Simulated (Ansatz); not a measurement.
Crystal: Eu.

```xyz
1
Lattice="-2.3030 2.3030 2.3030 2.3030 -2.3030 2.3030 2.3030 2.3030 -2.3030" Properties=species:S:1:pos:R:3 pbc="T T T"
Eu    0.0000    0.0000    0.0000
```

Base run:

```yaml
Program: Ansatz 0.2.0
Functional: PBEsol
Potentials_or_basis: all-electron LAPW, scalar-relativistic
Cutoff: 157 eV
Density_cutoff: 629 eV
Basis_error_allowed: 0.001 eV/atom
k_mesh: 8 × 8 × 8
Occupations: fermi-dirac, width 0.05 eV
Spin: collinear spin, ferromagnetic start
Starting_moments: "[7.0] μB"
```

Its results: pressure -2.5 GPa; net moment 7.37 μB per cell; site moments Eu +7.19 μB.

Problem. After a change of settings the same cell gave: pressure -3.5 GPa; net moment 7.29 μB per cell; site moments Eu +7.15 μB. Which change was it?
A. potentials or basis from all-electron LAPW, scalar-relativistic to all-electron LAPW, non-relativistic
B. potentials or basis from all-electron LAPW, scalar-relativistic to all-electron LAPW, inner shells corrected to Dirac's equation
C. functional from PBEsol to LDA
D. k mesh from 8 × 8 × 8 to 6 × 6 × 6

Solution. C.

LDA binds more tightly than PBEsol, so the same cell stands under less pressure.

Caveats: an open f shell can end in a state above the lowest.

Not every run made on this cell is shown here.
